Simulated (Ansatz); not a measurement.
# GaN (F-43m) in Ansatz: further runs

Runs on GaN. Level: PBE. Tasks: band structure, single point, equation of state.

Everything below comes from runs of Ansatz 0.2.0. Logs are shortened: lines on timing, memory, paths and dates and some standing lists are left out, and cuts for length are marked.

**Measured values to compare with.**

From a printed reference work, textbook, for a bulk crystal of GaN at 0 K: band gap 3.299 eV (direct).

The results are compared with them further down.

### 1 The crystal as given

Symmetry: F-43m, No. 216, cubic system. Conventional cell: a = 4.507 Å, b = 4.507 Å, c = 4.507 Å, α = 90.00°, β = 90.00°, γ = 90.00°. Around Ga (site symmetry -43m) lie 4 N at 1.95 Å. N (site symmetry -43m) has 4 Ga at 1.95 Å as nearest neighbours.

The cell is a database's computed one.

### 2 Band structure, PBE

input.yaml

```yaml
crystal:
  lattice:
    - [0.0, 2.2535006075, 2.2535006075]
    - [2.2535006075, 0.0, 2.2535006075]
    - [2.2535006075, 2.2535006075, 0.0]
  atoms:
    - { symbol: Ga, position: [0.0, 0.0, 0.0] }
    - { symbol: "N", position: [0.25, 0.25, 0.25] }
hamiltonian:
  xc: pbe
  pseudopotentials: { kind: paw, source: jth }
kpoints:
  mp_grid: { grid: [10, 10, 10] }
  band_path:
    path:
      - [[0.0, 0.0, 0.0], [0.5, 0.0, 0.5], [0.5, 0.25, 0.75], [0.375, 0.375, 0.75], [0.0, 0.0, 0.0], [0.5, 0.5, 0.5], [0.625, 0.25, 0.625], [0.5, 0.25, 0.75], [0.5, 0.5, 0.5], [0.375, 0.375, 0.75]]
      - [[0.625, 0.25, 0.625], [0.5, 0.0, 0.5]]
    npoints: 14
scf:
  occupations: { method: fermi_dirac, width: 0.05 }
  n_extra_bands: 6
output:
  forces: true
  stress: true
  eigenvalues: true
  fatbands: false
```

Potentials or basis: JTH PAW.

The run is started by

```bash
> ansatz run input.yaml --threads 2 --pin off --max-ram 5120MiB --backend cpu --events-out ev --progress --plain --runs-dir out
```

Standard output:

```text
Warning: the checks of this Ga dataset prove no rule for summing its radial tables, as where they were carried onto another mesh than they were made on, and Gregory's rule is taken, under which a leading mesh point left out moves its sums only by what lay on the interval it spanned. That does not make them correct, and they differ from Quantum ESPRESSO's on this file; a re-export a fraction of a mesh step off can move them. hamiltonian.pseudopotentials.radial_quadrature: simpson_from_first_knot sums it by `pw.x`'s rule; on a PAW file no value gives `pw.x`'s numbers. What more to know: hamiltonian.pseudopotentials.radial_quadrature, in the input reference
Warning: the checks of this N dataset prove no rule for summing its radial tables, as where they were carried onto another mesh than they were made on, and Gregory's rule is taken, under which a leading mesh point left out moves its sums only by what lay on the interval it spanned. That does not make them correct, and they differ from Quantum ESPRESSO's on this file; a re-export a fraction of a mesh step off can move them. hamiltonian.pseudopotentials.radial_quadrature: simpson_from_first_knot sums it by `pw.x`'s rule; on a PAW file no value gives `pw.x`'s numbers. What more to know: hamiltonian.pseudopotentials.radial_quadrature, in the input reference
Warning: RAYON_NUM_THREADS=2 ignored (pool sized by the plan → 2); use --threads N
scf.n_extra_bands = 6 over 9 filled bands (N_el = 18.0): the run solves 15 bands
Engine: ansatz 0.2.0, aarch64-unknown-linux-gnu
Pseudopotentials: kind: paw
Pseudopotential: Ga, paw, valence charge 13, recommended cutoff 3600 eV (normal), Ga.paw.azcp
Pseudopotential: N, paw, valence charge 5, recommended cutoff 1320 eV (normal), N.paw.azcp
Functional definition: PBE
  parameter kappa = 0.804
  parameter beta = 0.06672455060314922
  exchange = pbe_x(kappa = kappa, mu = beta*pi^2/3)
  correlation = pbe_c(beta = beta)
Crystal: 2 atoms, lattice volume = 22.888 Å³
Basis set: ecut = 3600 eV, 11191 PW (Γ), exchange–correlation on 128×128×128 points (8 copies of the dense FFT grid, shifted against one another)
Bands: 15, of which v1, the nominal top of the filled ones, is band 9 counted from 1 (8 counted from 0)
Symmetry: 24 space group operations
Space group: F-43m (ITA 216), of the structure as read, at distance tolerance 2.8e-5 Å
k-points: 47 of 1000 (time reversal used)
Non-local potential: Ga, projectors of the file, l = 0: 2, l = 1: 2, l = 2: 2
Non-local potential: N, projectors of the file, l = 0: 2, l = 1: 2
PAW form: soft (Blöchl's): semilocal exchange-correlation on the pseudo side does not see the compensation charge
PAW one-centre angular grid: Ga, 590 points (default); XC on 64 Gauss nodes
PAW one-centre angular grid: N, 110 points (default); XC on 64 Gauss nodes
Initial density: superposition of atomic densities (chi_scale 0.1, normalization cell, long waves kept (reshape's long-wave potential 0.00 eV rms))
Initial wavefunctions: pseudopotential atomic-orbital guess
Functional: x = pbe(κ = 0.804, μ = 0.2195149727645171), c = pbe(β = 0.06672455060314922)
SCF iter   1: F=—  HF=-4166.786414 eV  |F-HF|=—  |Δ(HF+E_count)|=         —  Δρ=9.02e-2  dr2=2.21e0  ethr=3.10e-3  ⟨swp⟩=7.1  Hψ=4750  notcnv=0  defer=6
preconditioner: auto → none  [insulator: Δε(μ)=2.487 eV  Ē_g=21.890 eV  σ=0.050 eV  W_gap=1.00  n_scr=8 (ndim 8)  ℏωp=32.9 eV  f_vac=0.000  D(μ)=0.00/eV (n_scr^D=0)  ε∞_Penn≈3.3]
SCF iter   2: F=—  HF=-4166.228879 eV  |F-HF|=—  |Δ(HF+E_count)|=   5.58e-1  Δρ=2.51e-2  dr2=1.64e-1  ethr=3.10e-3  ⟨swp⟩=2.5  Hψ=1524  notcnv=0  defer=67
SCF iter   3: F=—  HF=-4166.204905 eV  |F-HF|=—  |Δ(HF+E_count)|=   2.40e-2  Δρ=5.02e-3  dr2=2.55e-3  ethr=9.09e-4  ⟨swp⟩=2.2  Hψ=1007  notcnv=0  defer=67
SCF iter   4: F=—  HF=-4166.207263 eV  |F-HF|=—  |Δ(HF+E_count)|=   2.36e-3  Δρ=1.34e-3  dr2=2.52e-4  ethr=1.42e-5  ⟨swp⟩=2.0  Hψ=1278  notcnv=0  defer=67
SCF iter   5: F=—  HF=-4166.207173 eV  |F-HF|=—  |Δ(HF+E_count)|=   8.96e-5  Δρ=1.92e-4  dr2=3.18e-6  ethr=1.40e-6  ⟨swp⟩=2.0  Hψ=1049  notcnv=0  defer=67
SCF iter   6: F=—  HF=-4166.207188 eV  |F-HF|=—  |Δ(HF+E_count)|=   1.48e-5  Δρ=3.20e-5  dr2=1.06e-7  ethr=1.76e-8  ⟨swp⟩=2.2  Hψ=1082  notcnv=0  defer=67
SCF iter   7: F=-4166.207188 eV  HF=-4166.207188 eV  |F-HF|=3.40e-10  |Δ(HF+E_count)|=   6.85e-8  Δρ=1.35e-6  dr2=1.95e-10  ethr=5.56e-10  ⟨swp⟩=10.4  Hψ=3779  notcnv=0
SCF 1 converged in 7 iterations: F = -4166.207188 eV  dr2 = 1.95e-10
NSCF: frozen V_eff on 142 k-points
SCF converged after 7 iterations
Free energy (F): -4166.207188 eV
Harris-Foulkes:  -4166.207188 eV  (|F-HF|=3.40e-10)
Internal energy: -4166.207188 eV  (E = F + TS)
E sigma→0 (E₀):  -4166.207188 eV
Fermi energy:    11.362296 eV
--- Per-component energies (eV) ---
  E_band       = 9.324406
  E_kinetic    = 296.446244
  E_local      = -1683.148618  (includes V_loc(G=0)·N_el)
  E_nonlocal   = 143.246723
  E_hartree    = 636.760961
  E_xc         = -118.015534
  E_vxc        = -143.138146  (∫ρ·V_xc dr)
  E_paw        = -1854.062021  (= ΣΔE_a)
  E_vpaw       = 122.396416  (= ΣTr[D̂ρ^β])
  E_aug_tail   = 0.000010  (compensation charges beyond the density's cutoff)
  E_ewald      = -1587.434954
  E_smearing   = -0.000000  (= −TS)
  E_closure    = 0.000000  (closes the sum)
  Σ components = -4166.207188   (vs F -4166.207188, Δ=0.00e0)
--- Forces (eV/Å), atoms counted from 1 ---
  atom   1  Ga     0.00000000     0.00000000    -0.00000000
  atom   2  N     -0.00000000     0.00000000    -0.00000000
  max |Σ_I F_I| component: 4.63e-17 eV/Å
--- Stress (GPa, compression-positive) ---
        5.609696      -0.000000      -0.000000
        0.000000       5.609696       0.000000
        0.000000       0.000000       5.609696
  P = ⅓ Tr σ = 5.6097 GPa (56.097 kbar)
--- Band table (eV; the first three rows and the last of 47) ---
  k-point 0: bands = ["-5.4769", "-2.9876", "-2.9876", "-2.9876", "-2.6720", "-2.6720", "10.4610", "10.4610", "10.4610", "12.1749", "20.7589", "20.7589", "20.7589", "28.0563", "29.2744"]
  k-point 1: bands = ["-5.3669", "-2.9741", "-2.9741", "-2.9487", "-2.6733", "-2.6733", "9.3611", "10.3543", "10.3543", "13.0336", "20.2612", "20.9222", "20.9222", "27.9392", "27.9392"]
  k-point 2: bands = ["-5.0898", "-2.9427", "-2.9427", "-2.7855", "-2.6719", "-2.6719", "7.5523", "10.0918", "10.0918", "14.1128", "19.4828", "21.1840", "21.1840", "26.8825", "27.1748"]
  k-point 46: bands = ["-4.3957", "-2.8498", "-2.8026", "-2.6724", "-2.6442", "-0.7376", "4.7090", "6.8716", "6.8962", "16.2798", "18.6419", "21.1763", "21.6457", "25.4892", "30.2679"]
```

It took 34 s on 2 threads of Arm Neoverse V1, shared host; peak memory 0.98 GiB.

Results:

- Free energy: -4166.2072 eV
- Pressure: 5.6 GPa
- Band gap on the k mesh: 1.71 eV, direct
- Band gap along the path: 1.71 eV, direct

Levels at the corners of the path, in eV from the valence-band top:
| point | band 6 | band 7 | band 8 | band 9 | band 10 | band 11 | band 12 | band 13 |
| --- | --- | --- | --- | --- | --- | --- | --- | --- |
| Γ | -13.13 | 0.00 | 0.00 | 0.00 | 1.71 | 10.30 | 10.30 | 10.30 |
| X | -11.46 | -6.12 | -2.71 | -2.71 | 3.35 | 6.65 | 11.69 | 13.95 |
| W | -11.17 | -5.70 | -3.69 | -3.64 | 6.21 | 8.37 | 10.26 | 11.10 |
| K | -11.29 | -5.87 | -4.25 | -2.17 | 4.99 | 7.85 | 11.06 | 12.83 |
| Γ | -13.13 | 0.00 | 0.00 | 0.00 | 1.71 | 10.30 | 10.30 | 10.30 |
| L | -11.88 | -7.04 | -0.97 | -0.97 | 4.63 | 8.72 | 10.35 | 10.35 |
| U | -11.29 | -5.87 | -4.25 | -2.17 | 4.99 | 7.85 | 11.06 | 12.83 |
| W | -11.17 | -5.70 | -3.69 | -3.64 | 6.21 | 8.37 | 10.26 | 11.10 |
| L | -11.88 | -7.04 | -0.97 | -0.97 | 4.63 | 8.72 | 10.35 | 10.35 |
| K | -11.29 | -5.87 | -4.25 | -2.17 | 4.99 | 7.85 | 11.06 | 12.83 |
| U | -11.29 | -5.87 | -4.25 | -2.17 | 4.99 | 7.85 | 11.06 | 12.83 |
| X | -11.46 | -6.12 | -2.71 | -2.71 | 3.35 | 6.65 | 11.69 | 13.95 |

### 3 Single point, PBE, 10.76 Å³/atom (volume scaled by 0.94)

input.yaml

```yaml
crystal:
  lattice:
    - [0.0, 2.2074978911, 2.2074978911]
    - [2.2074978911, 0.0, 2.2074978911]
    - [2.2074978911, 2.2074978911, 0.0]
  atoms:
    - { symbol: Ga, position: [0.0, 0.0, 0.0] }
    - { symbol: "N", position: [0.25, 0.25, 0.25] }
hamiltonian:
  xc: pbe
  pseudopotentials: { kind: nc, source: spms }
kpoints:
  mp_grid: { grid: [10, 10, 10] }
scf:
  occupations: { method: fermi_dirac, width: 0.05 }
output:
  forces: true
  stress: true
  eigenvalues: true
```

Potentials or basis: SPMS NC.

The run is started by

```bash
> ansatz run input.yaml --threads 2 --pin off --max-ram 5120MiB --backend cpu --events-out ev --progress --plain --runs-dir out
```

Run time: 2.3 s. Hardware: 2 threads of Arm Neoverse V1, shared host; peak memory 0.31 GiB.

Results (log left out):

```yaml
Free_energy: -2292.0000 eV
Pressure: 19.5 GPa
Band_gap_on_the_k_mesh: 2.17 eV, direct
```

### 4 Single point, PBE, 10.99 Å³/atom (volume scaled by 0.96)

Changes to input.yaml since step 3:

```diff
@@ -2,5 +2,5 @@
   lattice:
-    - [0.0, 2.2074978911, 2.2074978911]
-    - [2.2074978911, 0.0, 2.2074978911]
-    - [2.2074978911, 2.2074978911, 0.0]
+    - [0.0, 2.2230441631, 2.2230441631]
+    - [2.2230441631, 0.0, 2.2230441631]
+    - [2.2230441631, 2.2230441631, 0.0]
   atoms:
@@ -19 +19,5 @@
   eigenvalues: true
+  write_density: true
+  write_potential: true
+  elf: true
+  volumetric_format: npy
```

The run is started by

```bash
> ansatz run input.yaml --threads 2 --pin off --max-ram 5120MiB --backend cpu --events-out ev --progress --plain --runs-dir out
```

Wall time 3.2 s (2 threads of Arm Neoverse V1, shared host); peak memory 0.32 GiB.

It converged, with:

```yaml
Free_energy: -2292.0482 eV
Pressure: 14.3 GPa
Band_gap_on_the_k_mesh: 2.03 eV, direct
```

### 5 Single point, PBE, 11.21 Å³/atom (volume scaled by 0.98)

input.yaml

```yaml
crystal:
  lattice:
    - [0.0, 2.2383759866, 2.2383759866]
    - [2.2383759866, 0.0, 2.2383759866]
    - [2.2383759866, 2.2383759866, 0.0]
  atoms:
    - { symbol: Ga, position: [0.0, 0.0, 0.0] }
    - { symbol: "N", position: [0.25, 0.25, 0.25] }
hamiltonian:
  xc: pbe
  pseudopotentials: { kind: nc, source: spms }
kpoints:
  mp_grid: { grid: [10, 10, 10] }
scf:
  occupations: { method: fermi_dirac, width: 0.05 }
output:
  forces: true
  stress: true
  eigenvalues: true
```

The run is started by

```bash
> ansatz run input.yaml --threads 2 --pin off --max-ram 5120MiB --backend cpu --events-out ev --progress --plain --runs-dir out
```

Run time: 2.3 s. Hardware: 2 threads of Arm Neoverse V1, shared host; peak memory 0.31 GiB.

It converged, with:

```
Free energy            : -2292.0825 eV
Pressure               : 9.7 GPa
Band gap on the k mesh : 1.90 eV, direct
```

### 6 Single point, PBE, 11.44 Å³/atom

Changes to input.yaml since step 5:

```diff
@@ -2,5 +2,5 @@
   lattice:
-    - [0.0, 2.2383759866, 2.2383759866]
-    - [2.2383759866, 0.0, 2.2383759866]
-    - [2.2383759866, 2.2383759866, 0.0]
+    - [0.0, 2.2535006075, 2.2535006075]
+    - [2.2535006075, 0.0, 2.2535006075]
+    - [2.2535006075, 2.2535006075, 0.0]
   atoms:
```

Potentials or basis: SPMS NC.

The run is started by

```bash
> ansatz run input.yaml --threads 2 --pin off --max-ram 5120MiB --backend cpu --events-out ev --progress --plain --runs-dir out
```

Wall time 2.3 s (2 threads of Arm Neoverse V1, shared host); peak memory 0.31 GiB.

It converged, with:

| Item | Value |
| --- | --- |
| Free energy | -2292.1043 eV |
| Pressure | 5.6 GPa |
| Band gap on the k mesh | 1.76 eV, direct |

### 7 Single point, PBE, 11.67 Å³/atom (volume scaled by 1.02)

Changes to input.yaml since step 6:

```diff
@@ -2,5 +2,5 @@
   lattice:
-    - [0.0, 2.2535006075, 2.2535006075]
-    - [2.2535006075, 0.0, 2.2535006075]
-    - [2.2535006075, 2.2535006075, 0.0]
+    - [0.0, 2.2684248875, 2.2684248875]
+    - [2.2684248875, 0.0, 2.2684248875]
+    - [2.2684248875, 2.2684248875, 0.0]
   atoms:
```

The run is started by

```bash
> ansatz run input.yaml --threads 2 --pin off --max-ram 5120MiB --backend cpu --events-out ev --progress --plain --runs-dir out
```

Run time: 2.3 s. Hardware: 2 threads of Arm Neoverse V1, shared host; peak memory 0.31 GiB.

It converged, with:

```yaml
Free_energy: -2292.1149 eV
Pressure: 1.9 GPa
Band_gap_on_the_k_mesh: 1.63 eV, direct
```

### 8 Single point, PBE, 11.90 Å³/atom (volume scaled by 1.04)

Changes to input.yaml since step 7:

```diff
@@ -2,5 +2,5 @@
   lattice:
-    - [0.0, 2.2684248875, 2.2684248875]
-    - [2.2684248875, 0.0, 2.2684248875]
-    - [2.2684248875, 2.2684248875, 0.0]
+    - [0.0, 2.283155332, 2.283155332]
+    - [2.283155332, 0.0, 2.283155332]
+    - [2.283155332, 2.283155332, 0.0]
   atoms:
```

The run is started by

```bash
> ansatz run input.yaml --threads 2 --pin off --max-ram 5120MiB --backend cpu --events-out ev --progress --plain --runs-dir out
```

Run time: 2.3 s. Hardware: 2 threads of Arm Neoverse V1, shared host; peak memory 0.32 GiB.

The run converged. Its results:

```yaml
Free_energy: -2292.1154 eV
Pressure: -1.5 GPa
Band_gap_on_the_k_mesh: 1.51 eV, direct
```

### 9 Single point, PBE, 12.13 Å³/atom (volume scaled by 1.06)

Changes to input.yaml since step 8:

```diff
@@ -2,5 +2,5 @@
   lattice:
-    - [0.0, 2.283155332, 2.283155332]
-    - [2.283155332, 0.0, 2.283155332]
-    - [2.283155332, 2.283155332, 0.0]
+    - [0.0, 2.2976981147, 2.2976981147]
+    - [2.2976981147, 0.0, 2.2976981147]
+    - [2.2976981147, 2.2976981147, 0.0]
   atoms:
@@ -19 +19,5 @@
   eigenvalues: true
+  write_density: true
+  write_potential: true
+  elf: true
+  volumetric_format: npy
```

Potentials or basis: SPMS NC.

The run is started by

```bash
> ansatz run input.yaml --threads 2 --pin off --max-ram 5120MiB --backend cpu --events-out ev --progress --plain --runs-dir out
```

Wall time 3.3 s (2 threads of Arm Neoverse V1, shared host); peak memory 0.33 GiB.

Results (log left out):

* Free energy: -2292.1068 eV
* Pressure: -4.5 GPa
* Band gap on the k mesh: 1.38 eV, direct

### 10 Equation of state, PBE

No new run: the results of the series are fitted here.

What came out:

| Quantity | Value |
| --- | --- |
| Equilibrium volume | 11.80 Å³/atom |
| Bulk modulus | 172 GPa |
| Pressure derivative of the bulk modulus | 4.4 |

Energy against volume, from the lowest point:
| volume (Å³/atom) | energy (meV/atom) |
| --- | --- |
| 10.757 | 57.67 |
| 10.986 | 33.60 |
| 11.215 | 16.46 |
| 11.444 | 5.54 |
| 11.673 | 0.24 |
| 11.902 | 0.00 |
| 12.131 | 4.29 |

### 11 Comparison with measurements

Step 2. A measured gap of GaN is 3.299 eV (direct; 0 K; a printed reference work, textbook); the calculated 1.71 eV misses it by -1.59 eV. Spin-orbit coupling on Ga is left out. The value is that of PBE, without temperature or zero-point motion. Semilocal functionals fall short of measured gaps as a rule. The cell is a database's relaxed one, not the measured one, which moves gaps too.
